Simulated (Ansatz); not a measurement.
InCuS$_{2}$ (chalcopyrite)

```xyz
8
Lattice="-2.7610 2.7610 5.5652 2.7610 -2.7610 5.5652 2.7610 2.7610 -5.5652" Properties=species:S:1:pos:R:3 pbc="T T T"
Cu     0.0000     2.7610     2.7826
Cu     0.0000     0.0000     0.0000
In     2.7610     0.0000     2.7826
In     0.0000     0.0000     5.5652
S      1.3805     1.2240    -1.3913
S      1.3805     1.5370     4.1739
S      1.5370    -1.3805     6.9565
S      1.2240     4.1415     1.3913
```

The slice is a (001) plane (indices of the conventional cell) through the point (0.653, 0.625, 0.528) (fractional), spanned by u = [101] and v = [011] in vectors of this cell: u (5.52 Å) and v (5.52 Å, at 90° to u). It covers one period; positions are fractions (u, v).

All values below come from r2SCAN (plane waves to 500 eV, PAW, scalar-relativistic; Ansatz, a quantum-chemistry and plane-wave program). k mesh 9×9×9. Inside the PAW spheres the values are not all-electron values, and peaks at nuclei hang on which shells count as valence. InCuS2 is run without spin polarisation. InCuS2 was relaxed with its symmetry unable to fall.

Predict the map of the density of the lowest conduction band (whole band as if filled, smooth part) on the slice.


```
|. ....                    .=#@%=|
|:.....                    .-+##=|
|:....                      .-=+=|
|:...                        .:-:|
|..                           ...|
|                                |
|                                |
|                                |
|                                |
|                                |
|             .....              |
|           ...::-:..            |
|          ....:-++-:            |
|          ....:=*#*-.           |
|         .... .-#@#=:           |
|         ....  -#@%+:           |
|         .... .-#@#=:           |
|          ....:=*#*-.           |
|          ....:-++-:            |
|           ...::-:..            |
|             .....              |
|                                |
|                                |
|                                |
|                                |
|                                |
|..                           ...|
|:...                        .:-:|
|:....                      .-=+=|
|:.....                    .-+##=|
|. ....                    .=#@%=|
|   ...                    :=%@%=|
```
Scale: ten equal steps from 0.001 (start of ' ') to 0.171 (end of '@'), in the order ' .:-=+*#%@'. Values: density of the lowest conduction band (whole band as if filled, smooth part) in e/Å³. The map has 32 points along u (one character each, u = 0 at the left) and 32 along v (v = 0 in the bottom row).
